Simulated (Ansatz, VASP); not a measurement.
**Two plane-wave programs on Ti**

```xyz
3
Lattice="4.5795 0.0000 0.0000 -2.2898 3.9660 0.0000 0.0000 0.0000 2.8322" Properties=species:S:1:pos:R:3 pbc="T T T"
Ti    0.0000    0.0000    0.0000
Ti    0.0000    2.6440    1.4161
Ti    2.2898    1.3220    1.4161
```

Alike in both runs: functional PBE; k mesh 12 × 12 × 14; occupations gaussian, width 0.1 eV; no spin polarisation.

Ansatz relaxed the structure, and its values are those at the end. VASP's run is a single point on that final structure, the one shown.

```csv
,VASP,Ansatz
version,VASP 6.6.1,Ansatz 0.2.0
potentials or method,"VASP PAW PBE potentials, release 64 (Ti_sv)","scalar-relativistic, plane waves, PAW"
plane-wave cutoff (eV),520,420
valence electrons in the cell,36,36
```

```csv
,VASP,Ansatz,Ansatz less VASP
gap on the k mesh at the Fermi level (eV),none,none,-
pressure (GPa),-0.2,0.0,+0.24
```

A gap of «none» marks a metal or a gap that the smearing closes. With one functional, cell and mesh, what is left measures potentials, basis and numerics.
